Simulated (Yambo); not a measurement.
**BeTe in Yambo: convergence with bands in self energy**

Crystal: BeTe.

```
CELL_PARAMETERS angstrom
0.00000 2.77000 2.77000
2.77000 0.00000 2.77000
2.77000 2.77000 0.00000
ATOMIC_POSITIONS crystal
Te 0.75000 0.75000 0.75000
Be 0.00000 0.00000 0.00000
```

| Item | Value |
| --- | --- |
| Program | Yambo 5.3.0 |
| Task | G0W0 quasiparticle levels |
| Functional | PBEsol |
| Potentials or basis | PseudoDojo 0.4 SR PBEsol stringent |
| Cutoff | 1442 eV |
| Density cutoff | 5769 eV |
| k mesh | 6 × 6 × 6 |
| Occupations | fixed |
| Spin | no spin polarisation |
| k mesh of the self-consistent run | 8 × 8 × 8 |
| Random integration of the Coulomb term | yes |
| Direction of the field or of q to 0 | x + y + z |
| Broadening | 0.1 eV |
| States corrected | Γ and the k points of the band edges |
| Frequency dependence of W | plasmon pole |
| Terminator of the band sum in the self-energy | none |
| Quasiparticle equation | linearised (Newton) |
| Imaginary frequency of the plasmon-pole fit | 27.2114 eV |
| Bands in the response | 164 |
| Bands in the self-energy | 34 |
| Cutoff of the response matrix | 12 Ry |
| Cutoff of exchange and Vxc | 106 Ry |
| Bands corrected (first, last) | [14, 15] |

These are the settings of the first run; the series varies bands in self energy, with any setting tied to it.

The values tried are 34, 54, 94, 164, loosest first. From which on does the quasiparticle gap at the points computed stay within 0.05 eV of the tightest run that finished?

From 94 on.

```
bands in self energy  quasiparticle gap at the points computed (eV)
                  34                                          2.235
                  54                                          2.369
                  94                                          2.455
                 164                                          2.502
```

The tightest run that finished is the yardstick and may itself not be fully converged.

Caveat, for the tightest run too: this version prints the column dSc/dw multiplied by 27.2; spin-orbit coupling is left out, which moves the levels of the heavy elements.
